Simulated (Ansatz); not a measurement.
Set up this calculation in Ansatz 0.2.0, as the native input.

- Task: band structure
- Functional: PBE
- Potentials or basis: Ansatz PAW
- Cutoff: 420 eV (not typed: the program's choice for these potentials)
- k mesh: 10 × 10 × 8
- Occupations: fermi-dirac, width 0.05 eV
- Spin: no spin polarisation
- Path: [["G", "Y", "F", "H", "Z", "I", "F1"], ["H1", "Y1", "X", "G", "N"], ["M", "G"]]
- Points for each segment of the path: 14

Ga:

```
Ga
1.0
     1.38300   -4.02650    0.00000
     1.38300    4.02650    0.00000
    -0.11745    0.00000    3.32993
Ga
2
Direct
  0.13100 0.86900 0.75000
  0.86900 0.13100 0.25000
```

This isn't the form of Ga at room conditions, which is orthorhombic.

The input as run:

input.yaml

```yaml
crystal:
  lattice:
    - [1.383, -4.0265, 0.0]
    - [1.383, 4.0265, 0.0]
    - [-0.1174474948, 0.0, 3.3299294416]
  atoms:
    - { symbol: Ga, position: [0.131, 0.869, 0.75] }
    - { symbol: Ga, position: [0.869, 0.131, 0.25] }
hamiltonian:
  xc: pbe
  pseudopotentials: { kind: paw }
kpoints:
  mp_grid: { grid: [10, 10, 8] }
  band_path:
    path:
      - [[0.0, 0.0, 0.0], [-0.2794936799, -0.2794936799, 0.0025046701], [-0.2865069778, -0.2865069778, 0.4818696886], [-0.2724803819, -0.2724803819, 0.5231396517], [0.0, 0.0, 0.5], [-0.5, 0.5, 0.5], [-0.7134930222, 0.2865069778, 0.5181303114]]
      - [[-0.7275196181, 0.2724803819, 0.4768603483], [-0.7205063201, 0.2794936799, -0.0025046701], [-0.5, 0.5, 0.0], [0.0, 0.0, 0.0], [-0.5, 0.0, 0.0]]
      - [[-0.5, 0.0, 0.5], [0.0, 0.0, 0.0]]
    npoints: 14
scf:
  occupations: { method: fermi_dirac, width: 0.05 }
  n_extra_bands: 6
output:
  forces: true
  stress: true
  eigenvalues: true
  fatbands: false
```

Potentials or basis: Ansatz PAW.

Command:

```console
$ ansatz run input.yaml --threads 2 --pin off --max-ram 5632MiB --backend cpu --events-out ev --progress --plain --runs-dir out
```

Results of the run:

- Pressure: 1.6 GPa
- Largest force: 0.202 eV/Å
- Band gap on the k mesh: none (metal or under the smearing width)

It took 15 s on 2 threads of Intel(R) Xeon(R) Processor @ 2.50GHz (Skylake/Cascade Lake), with other jobs on the host, peak memory 0.43 GiB.
